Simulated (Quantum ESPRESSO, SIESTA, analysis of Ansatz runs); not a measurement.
# Sb_Si in SiC (F-43m): how far do the levels depend on the basis and the program? (SIESTA and Quantum ESPRESSO), part 2 of 3

We place the charge-transition levels of Sb_Si in SiC (F-43m) with atom-centred orbitals, then repeat the energies at other levels of method to see what holds. Model: a cell of 54 host atoms with 1 Si taken out and 1 Sb put in.

SIESTA and Quantum ESPRESSO ; SIESTA numerical-orbital DFT, PBEsol, DZP basis, PseudoDojo 0.4.1 potentials converted to PSML; charged supercells in a uniform background, point-charge correction with alignment at far sites.

So far. Step 2 (Band edges): The gap at this level is 1.23 eV.

### Step 3. Relaxing each charge state

Level of this step: SIESTA numerical-orbital DFT, PBEsol, DZP basis, PseudoDojo 0.4.1 potentials converted to PSML; relaxation of all atoms of a defect supercell (SIESTA).

Each state starts from the atoms near the defect displaced at random, so that no symmetry of the ideal site is imposed. An odd electron count needs spin polarisation, and the total moment is held fixed to keep the state apart from its neighbours in spin. Charge 0 is shown in full.

The input, defect.fdf:

```
SystemName                      Si26SbC27
SystemLabel                     defect
NumberOfSpecies                 3
NumberOfAtoms                   54
%block ChemicalSpeciesLabel
  1   14 Si
  2    6 C
  3   51 Sb
%endblock ChemicalSpeciesLabel
LatticeConstant                 1.0 Ang
%block LatticeVectors
     0.000003000     6.564408000     6.564408000
     6.564408000     0.000003000     6.564408000
     6.564408000     6.564408000     0.000003000
%endblock LatticeVectors
AtomicCoordinatesFormat         Fractional
%block AtomicCoordinatesAndAtomicSpecies
     0.006188794    -0.002534328    -0.000004358  1
     0.083332324     0.083332324     0.083332324  2
     0.000242145    -0.003720844     0.339436430  1
     0.083371617     0.080446491     0.422865705  2
     0.001395090    -0.006520321     0.668784505  1
     0.079923759     0.089792844     0.748507322  2
    -0.003677006     0.333263738    -0.002452176  1
     0.078389626     0.414978070     0.084554910  2
     0.000001066     0.333334400     0.333334400  1
     0.083332324     0.416665657     0.416665657  2
     0.000001066     0.333334400     0.666667733  1
     0.087257614     0.419916805     0.744637681  2
     0.003021442     0.664069176     0.004375570  1
     0.080066282     0.756189381     0.083411629  2
     0.000001066     0.666667733     0.333334400  1
     0.087022769     0.743635425     0.417596600  2
     0.001748464     0.667010766     0.660491234  1
     0.080197131     0.749964383     0.756229412  2
     0.333334400     0.000001066     0.000001066  1
     0.416665657     0.083332324     0.083332324  2
     0.336856535    -0.002303886     0.337173118  1
     0.418605115     0.077455090     0.416189167  2
     0.336198540     0.000429976     0.660319781  1
     0.416665657     0.083332324     0.749998991  2
     0.331076074     0.338299609     0.002154704  1
     0.417227083     0.412921975     0.089317906  2
     0.333334400     0.333334400     0.333334400  1
     0.419118010     0.420760586     0.410765205  2
     0.335143459     0.337277932     0.660426478  1
     0.419412268     0.416550678     0.743835684  2
     0.334798530     0.672017700    -0.004826266  1
     0.416665657     0.749998991     0.083332324  2
     0.327024802     0.669826533     0.333632421  1
     0.417536607     0.751430129     0.410388228  2
     0.338404129     0.668389193     0.661498654  3
     0.420490008     0.751978371     0.750460969  2
     0.666667733     0.000001066     0.000001066  1
     0.749998991     0.083332324     0.083332324  2
     0.665500079    -0.003940916     0.332143600  1
     0.749998991     0.083332324     0.416665657  2
     0.666667733     0.000001066     0.666667733  1
     0.749998991     0.083332324     0.749998991  2
     0.666770630     0.333712869     0.005133765  1
     0.749998991     0.416665657     0.083332324  2
     0.661211767     0.332065775     0.335277343  1
     0.753911476     0.420065442     0.414495362  2
     0.663599106     0.333383382     0.672870006  1
     0.748222495     0.414717308     0.756558591  2
     0.666667733     0.666667733     0.000001066  1
     0.749998991     0.749998991     0.083332324  2
     0.667155243     0.670475725     0.327060388  1
     0.746742501     0.756492901     0.415055507  2
     0.672112735     0.666134515     0.661381557  1
     0.749998991     0.749998991     0.749998991  2
%endblock AtomicCoordinatesAndAtomicSpecies
%block kgrid.MonkhorstPack
    2   0   0  0.50
    0   2   0  0.50
    0   0   2  0.50
%endblock kgrid.MonkhorstPack
XC.Functional                   GGA
XC.Authors                      PBEsol
PAO.BasisSize                   DZP
PAO.EnergyShift                 0.005 Ry
Mesh.Cutoff                     300 Ry
Spin                            polarized
%block DM.InitSpin
    18   0.200
    30   0.200
    34   0.200
    35   0.200
    36   0.200
%endblock DM.InitSpin
Spin.Fix                        true
Spin.Total                      1.0
OccupationFunction              FD
ElectronicTemperature           0.01 eV
MaxSCFIterations                150
SCF.MustConverge                true
SCF.Mixer.Method                Pulay
SCF.Mixer.Weight                0.1
SCF.Mixer.History               10
SCF.DM.Tolerance                3.0e-4
SCF.H.Tolerance                 3.0e-3 eV
WriteForces                     true
Charge.Mulliken                 end
SaveRho                         true
SaveElectrostaticPotential      true
Charge.Hirshfeld                end
Charge.Voronoi                  end
MD.TypeOfRun                    Broyden
MD.Steps                        90
MD.MaxForceTol                  0.04 eV/Ang
MD.MaxDispl                     0.15 Ang
WriteCoorStep                   true
AtomCoorFormatOut               Fractional
```

On the command line:

```sh
OMP_NUM_THREADS=1 siesta defect.fdf > defect.out
```

What it wrote:

```text
Version         : 5.4.2

                           ***********************
                           *  WELCOME TO SIESTA  *
                           ***********************

[...]
reinit: Reading from file defect.fdf

reinit: -----------------------------------------------------------------------
reinit: System Name: Si26SbC27
reinit: -----------------------------------------------------------------------
reinit: System Label: defect
reinit: -----------------------------------------------------------------------

[...]
initatom: Reading input for the pseudopotentials and atomic orbitals ----------
Species number:   1 Atomic number:   14 Label: Si
Species number:   2 Atomic number:    6 Label: C
Species number:   3 Atomic number:   51 Label: Sb

[... pseudopotential checks and orbital generation ...]

prinput: Basis input

PAO.BasisType split

%block ChemicalSpeciesLabel
    1   14 Si                      # Species index, atomic number, species label
    2    6 C                       # Species index, atomic number, species label
    3   51 Sb                      # Species index, atomic number, species label
%endblock ChemicalSpeciesLabel

%block PAO.Basis                 # Define Basis set
# WARNING: This information might be incomplete!
Si                    2                    # Species label, number of l-shells
 n=3   0   2                         # n, l, Nzeta
   5.819      3.988
   1.000      1.000
 n=3   1   2 P   1                   # n, l, Nzeta, Polarization, NzetaPol
   7.489      5.207
   1.000      1.000
C                     2                    # Species label, number of l-shells
 n=2   0   2                         # n, l, Nzeta
   4.859      3.157
   1.000      1.000
 n=2   1   2 P   1                   # n, l, Nzeta, Polarization, NzetaPol
   5.984      3.889
   1.000      1.000
Sb                    4                    # Species label, number of l-shells
 n=5   0   2                         # n, l, Nzeta
   5.692      3.937
   1.000      1.000
 n=5   1   2                         # n, l, Nzeta
[...]
n=4   2   1                         # n, l, Nzeta
   3.326
   1.000
 n=5   2   1                         # n, l, Nzeta
   7.385
   1.000
%endblock PAO.Basis

prinput: ----------------------------------------------------------------------

coor:   Atomic-coordinates input format  =     Fractional

[...]
siesta: System type = bulk

initatomlists: Number of atoms, orbitals, and projectors:     54   707   702

[... echo of the settings ...]

siesta: k-grid: Number of k-points = 4
siesta: k-points from Monkhorst-Pack grid
siesta: k-cutoff (effective) =     9.283 Ang
siesta: k-point supercell and displacements
siesta: k-grid:     2     0     0      0.500
siesta: k-grid:     0     2     0      0.500
siesta: k-grid:     0     0     2      0.500

diag: Algorithm                                     = D&C
diag: Absolute tolerance                            =  0.100E-15
diag: Orthogonalization factor                      =  0.100E-05

superc: Internal auxiliary supercell:     3 x     3 x     3  =      27
superc: Number of atoms, orbitals, and projectors:   1458  19089  18954

                     ====================================
                        Begin Broyden opt. move =      0
                     ====================================

[...]
superc: Internal auxiliary supercell:     3 x     3 x     3  =      27
superc: Number of atoms, orbitals, and projectors:   1458  19089  18954

outcell: Unit cell vectors (Ang):
        0.000003    6.564408    6.564408
        6.564408    0.000003    6.564408
        6.564408    6.564408    0.000003

outcell: Cell vector modules (Ang)   :    9.283475    9.283475    9.283475
outcell: Cell angles (23,13,12) (deg):     60.0000     60.0000     60.0000
outcell: Cell volume (Ang**3)        :    565.7394
[...]
Initializing Density Matrix...

[...]
DM filled with atomic data (user-defined):

InitMesh: MESH = 80 x 80 x 80 = 512000
InitMesh: Mesh cutoff (required, used) =   300.000   307.859 Ry

[...]
iscf     Eharris(eV)        E_KS(eV)     FreeEng(eV)     dDmax     Ef_up Ef_dn(eV) dHmax(eV)
   scf:    1    -9537.060450    -9822.851548    -9822.852153  0.905586 -4.491722 -8.310293 10.382290
[...]
scf:    2    -9864.373750    -9844.495735    -9844.496185  0.032590 -4.498305 -7.887520  7.648007
[...]
scf:    3    -9888.042613    -9873.504619    -9873.504814  0.097721 -4.534672 -6.666389  1.565771
[...]
scf:    4    -9872.788537    -9873.650324    -9873.650556  0.021825 -4.499341 -6.536745  1.843757
[...]
scf:    5    -9874.060278    -9874.016445    -9874.016645  0.007865 -4.517356 -6.518249  0.140430
[...]
scf:    6    -9874.063781    -9874.042800    -9874.043007  0.004022 -4.522368 -6.496447  0.101692
[...]
scf:    7    -9874.050620    -9874.047273    -9874.047479  0.000858 -4.526080 -6.496120  0.034441
[...]
scf:    8    -9874.050292    -9874.048889    -9874.049094  0.001173 -4.530092 -6.489606  0.061178
[...]
scf:    9    -9874.049615    -9874.049281    -9874.049481  0.000743 -4.533100 -6.488043  0.016144
[...]
scf:   10    -9874.049333    -9874.049327    -9874.049523  0.000363 -4.534523 -6.488581  0.016053
[...]
DM extrapolation coefficients:
1   1.00000
New DM after history re-use:

[...]
iscf     Eharris(eV)        E_KS(eV)     FreeEng(eV)     dDmax     Ef_up Ef_dn(eV) dHmax(eV)
   scf:    1    -9876.352096    -9876.354829    -9876.355023  0.001060 -4.516194 -6.556904  0.037861
[...]
scf:    2    -9876.351914    -9876.354038    -9876.354229  0.000432 -4.516662 -6.555828  0.073947
[...]
scf:    3    -9876.355207    -9876.354990    -9876.355183  0.000314 -4.516312 -6.556554  0.007154
[...]
scf:    4    -9876.355010    -9876.355002    -9876.355195  0.000039 -4.516326 -6.556623  0.001112
     spin moment: {S} , |S| = {        0.0        0.0    1.00000 }     1.00000

SCF Convergence by DM+H criterion
[...]
SCF cycle converged after 4 iterations

[...]
siesta: E_KS(eV) =            -9876.3550

siesta: Atomic forces (eV/Ang):
     1   -0.008200   -0.009415    0.001321
     2   -0.008990   -0.003510   -0.004578
     3   -0.006424   -0.001475    0.008381
     4   -0.010728   -0.016600    0.026533
     5   -0.017452   -0.020037    0.023247
     6   -0.006769   -0.007750   -0.001559
     7   -0.002939    0.001388    0.002590
     8   -0.011130   -0.013789    0.028619
     9    0.003772   -0.015546    0.028791
    10    0.007526    0.014615    0.018940
[...]
50    0.007780    0.012155   -0.009580
    51    0.015932    0.012478    0.002135
    52    0.016221    0.002283   -0.000566
    53   -0.000763   -0.003138   -0.008460
    54    0.001322   -0.006392   -0.008914
   Tot   -0.007742    0.001869    0.000303
   Max    0.034492
   Res    0.011168    sqrt( Sum f_i^2 / 3N )
   Max    0.034492    constrained

Stress tensor Voigt[x,y,z,yz,xz,xy] (kbar):      -35.36      -35.28      -35.37        3.68        3.66        3.44
[...]
outcoor: Relaxed atomic coordinates (fractional):
    0.00001079    0.00041693    0.00034007   1       1  Si
    0.08370959    0.08352080    0.08331868   2       2  C
   -0.00040574    0.00057779    0.33293687   1       3  Si
    0.08353470    0.08250425    0.41739045   2       4  C
   -0.00401358    0.00512993    0.66676494   1       5  Si
    0.08381363    0.08317888    0.75027360   2       6  C
   -0.00038031    0.33301616    0.00058318   1       7  Si
    0.08341113    0.41658544    0.08350016   2       8  C
   -0.00006683    0.33271029    0.33375573   1       9  Si
    0.08323903    0.41649798    0.41665367   2      10  C
    0.00020757    0.33329256    0.66658484   1      11  Si
    0.08361536    0.41666411    0.75021344   2      12  C
   -0.00370291    0.66592193    0.00556945   1      13  Si
    0.08391451    0.75032912    0.08290521   2      14  C
    0.00037431    0.66645042    0.33302971   1      15  Si
    0.08358682    0.75026624    0.41637670   2      16  C
   -0.00320711    0.66586570    0.66569968   1      17  Si
    0.06164434    0.75721410    0.75770879   2      18  C
    0.33337050    0.00087326   -0.00070912   1      19  Si
    0.41724849    0.08351835    0.08236482   2      20  C
[...]
0.33401279    0.66696063    0.66527184   3      35  Sb
[...]
0.66750525    0.33295696    0.33270032   1      45  Si
    0.74976413    0.41670250    0.41703220   2      46  C
    0.67238140    0.32916043    0.66639686   1      47  Si
    0.75005492    0.41691231    0.75034294   2      48  C
    0.66710667    0.66690055   -0.00052047   1      49  Si
    0.75007377    0.75070602    0.08233345   2      50  C
    0.67263328    0.66611532    0.32851183   1      51  Si
    0.75024233    0.75017877    0.41626913   2      52  C
    0.67287687    0.66618582    0.66553086   1      53  Si
    0.75026558    0.75076149    0.75005557   2      54  C

[...]
siesta: Final energy (eV):
siesta:  Band Struct. =   -3109.060206
siesta:       Kinetic =    5656.526116
siesta:       Hartree =    1631.254962
[...]
siesta:         Exch. =   -2986.686074
siesta:         Corr. =    -339.102022
[...]
siesta:   Exch.-corr. =   -3325.788096
siesta:  Ion-electron =   -8705.354724
siesta:       Ion-ion =   -5132.993259
[...]
siesta:         Total =   -9876.355002
siesta:      Fermi_up =      -4.516326
siesta:      Fermi_dn =      -6.556623

siesta: Stress tensor (static) (eV/Ang**3):
siesta:    -0.022073    0.002149    0.002283
siesta:     0.002149   -0.022020    0.002295
siesta:     0.002283    0.002295   -0.022075

siesta: Cell volume =        565.739362 Ang**3

siesta: Pressure (static):
siesta:                Solid            Molecule  Units
siesta:           0.00024022          0.00024109  Ry/Bohr**3
siesta:           0.02205584          0.02213555  eV/Ang**3
siesta:          35.33735727         35.46506816  kBar

[...]
mulliken: Qtot =      114.000

[...]
mulliken: Qtot =      113.000

Mulliken Atomic Populations:
Atom #   charge [q] valence [e]      Sz [e]  Species
     1    -0.121914    4.121914    0.029480  Si
     2     0.116954    3.883046    0.003902  C
     3    -0.123190    4.123190    0.029118  Si
     4     0.123116    3.876884    0.003982  C
     5    -0.109494    4.109494    0.032530  Si
     6     0.123663    3.876337    0.003400  C
     7    -0.123260    4.123260    0.029147  Si
     8     0.123004    3.876996    0.004033  C
     9    -0.105574    4.105574    0.034484  Si
    10     0.116466    3.883534    0.004810  C
    11    -0.108084    4.108084    0.033344  Si
    12     0.123724    3.876276    0.003870  C
    13    -0.109410    4.109410    0.032662  Si
    14     0.123634    3.876366    0.003405  C
    15    -0.108126    4.108126    0.033484  Si
    16     0.123687    3.876313    0.003905  C
    17    -0.110266    4.110266    0.033316  Si
    18     0.049331    3.950669    0.008243  C
    19    -0.096049    4.096049    0.029516  Si
    20     0.115195    3.884805    0.003749  C
[...]
35    -0.092420   15.092420    0.054988  Sb
[...]
45    -0.123619    4.123619    0.029117  Si
    46     0.123106    3.876894    0.003993  C
    47    -0.109283    4.109283    0.032569  Si
    48     0.123724    3.876276    0.003402  C
    49    -0.096128    4.096128    0.029498  Si
    50     0.114975    3.885025    0.003743  C
    51    -0.109132    4.109132    0.032597  Si
    52     0.123498    3.876502    0.003421  C
    53    -0.107707    4.107707    0.032355  Si
    54     0.115931    3.884069    0.003767  C
 Total    -0.000000                1.000000

[...]
Job completed
```

Elapsed: 43 min, on 1 MPI rank of Arm Neoverse V1, shared host; peak memory 1.2 GiB.

The steps and moves of this run count from the displaced start.

The steps of the relaxation:

```
step  energy less that of the first step (eV)  largest force (eV/Å)
   0                                   0.0000                4.7632
   1                                  -1.8650                1.7649
   2                                  -2.2127                0.6570
   3                                  -2.2747                0.2249
   4                                  -2.2946                0.1053
   5                                  -2.3007                0.0721
   6                                  -2.3056                0.0380
```

The atoms that moved most (Å):

```
atom      dx      dy      dz  length
 C30  -0.056   0.121  -0.111   0.173
 C18   0.057  -0.112  -0.074   0.146
 C34  -0.071  -0.067   0.090   0.133
 C36   0.079   0.068   0.066   0.123
 Si5   0.063  -0.049   0.041   0.090
Si21  -0.003  -0.082   0.028   0.087
Si47  -0.070   0.015   0.030   0.078
Si31   0.028   0.052  -0.046   0.075
```

Neighbours of Sb35 at the end:

```
atom  distance (Å)
 C30         2.064
 C34         2.064
 C18         2.065
 C36         2.069
Si29         3.132
Si17         3.134
Si51         3.135
Si33         3.136
Si21         3.136
Si47         3.139
 Si5         3.139
Si25         3.143
Si53         3.143
Si23         3.144
Si31         3.146
Si13         3.147
```

Energies on the run's own zero. States near gap, by row:

```
spin  k  band  energy (eV)  filled by count
  up  0   110       -7.363                1
  up  0   111       -7.362                1
  up  0   112       -6.852                1
  up  0   113        -6.85                1
  up  0   114       -4.567                1
  up  0   115       -4.459                0
  up  0   116       -4.457                0
  up  0   117       -3.873                0
  up  0   118       -3.746                0
  up  1   110       -7.482                1
  up  1   111       -7.435                1
  up  1   112       -7.184                1
  up  1   113       -6.964                1
  up  1   114       -5.101                1
  up  1   115       -3.917                0
  up  1   116       -3.822                0
  up  1   117       -3.374                0
  up  1   118       -3.322                0
down  0   109       -7.462                1
down  0   110       -7.354                1
down  0   111       -7.352                1
down  0   112       -6.842                1
down  0   113       -6.841                1
down  0   114       -4.461                0
down  0   115       -4.381                0
down  0   116       -4.379                0
down  0   117       -3.784                0
down  1   109        -7.51                1
down  1   110       -7.473                1
down  1   111       -7.424                1
down  1   112       -7.172                1
down  1   113       -6.956                1
down  1   114        -5.01                0
down  1   115       -3.834                0
down  1   116       -3.753                0
down  1   117       -3.295                0
```

Spin density in the ac plane at fractional y = 0.667, through the centre, with atoms of Si and Sb within 0.45 Å of it.

Values in units of 1e-3 e/Å³, 13 rows by 16 columns, each cell a mean:
```
0.8 3.0 4.0 4.3 4.5 2.0 1.1 2.2 2.7 3.5 2.5 0.9 2.2 2.5 2.8 2.6
0.9 1.5 3.5 4.3 4.1 2.4 0.7 1.4 2.6 3.1 2.6 1.0 1.3 2.4 2.7 2.3
1.1 1.7 2.0 1.9 2.1 1.5 1.8 1.9 1.3 2.2 2.0 0.8 0.7 1.2 2.1 2.2
0.4 0.8 1.3 1.1 2.0 1.5 0.9 1.7 1.0 0.9 0.9 0.5 1.0 0.8 0.8 1.1
0.7 2.9 4.2 5.4 3.4 1.7 1.5 1.6 2.8 3.6 2.1 1.3 4.1 3.8 4.0 3.1
1.5 1.7 5.2 7.4 7.6 3.6 1.2 1.8 4.1 4.8 3.7 1.0 3.1 4.7 4.6 4.4
1.1 0.0 1.6 4.7 5.9 3.2 1.1 1.7 3.2 4.5 3.2 0.7 0.5 2.1 3.0 2.7
0.4 0.0 0.0 0.9 2.8 1.9 0.7 1.6 1.4 2.3 2.6 0.4 0.1 0.4 0.8 1.4
0.2 0.8 1.5 2.3 2.3 0.6 0.8 1.4 1.3 1.4 0.8 0.7 2.0 2.0 2.1 1.4
1.1 1.3 2.9 4.2 5.3 2.7 1.0 2.3 2.5 2.9 2.4 1.0 3.7 4.5 4.2 3.8
1.3 0.4 2.0 4.2 5.0 2.9 0.6 1.3 2.4 2.8 2.2 0.8 1.5 3.8 4.7 3.7
1.2 0.0 0.3 2.0 4.5 3.1 0.7 0.6 1.1 2.0 2.0 1.0 0.7 1.2 2.9 3.7
0.4 0.9 1.2 1.3 1.4 0.8 0.6 1.0 1.2 1.3 0.7 0.6 1.2 1.1 1.1 1.0
```
Columns run along a (9.3 Å), rows up along c (9.3 Å). Atoms in or near the plane, at fractional coordinates: Si at (0.00, 0.01), Si at (0.00, 0.33), Si at (0.00, 0.67), Si at (0.33, 0.00), Si at (0.33, 0.33), Sb at (0.33, 0.67), Si at (0.67, 0.00), Si at (0.67, 0.33), Si at (0.67, 0.67).

(Part 2 of 3 ends here.)

[Logs are printed without paths, hosts, clocks, repeated set-up lines and the standing remarks that a program may print on its own settings, such as how far it seeks lower states.]

[Hosts, paths, dates, database ids (printed as entryN), source tags and the programs' standing remarks are cut or masked in the printed files.]

[For some hosts the program warned that the k-mesh of the response run may be too coarse for force constants and the static dielectric constant; such warnings are not shown here.]

[Charge tables in the logs are Mulliken or Hirshfeld populations, whose sizes and signs can differ; where basis functions stand at a vacancy, SIESTA counts their charge against the missing atom's valence.]

[In relaxation paths of CP2K, step 0 can be the structure after the first move, since the trajectory file begins there, and the last row can be the final structure solved once more.]
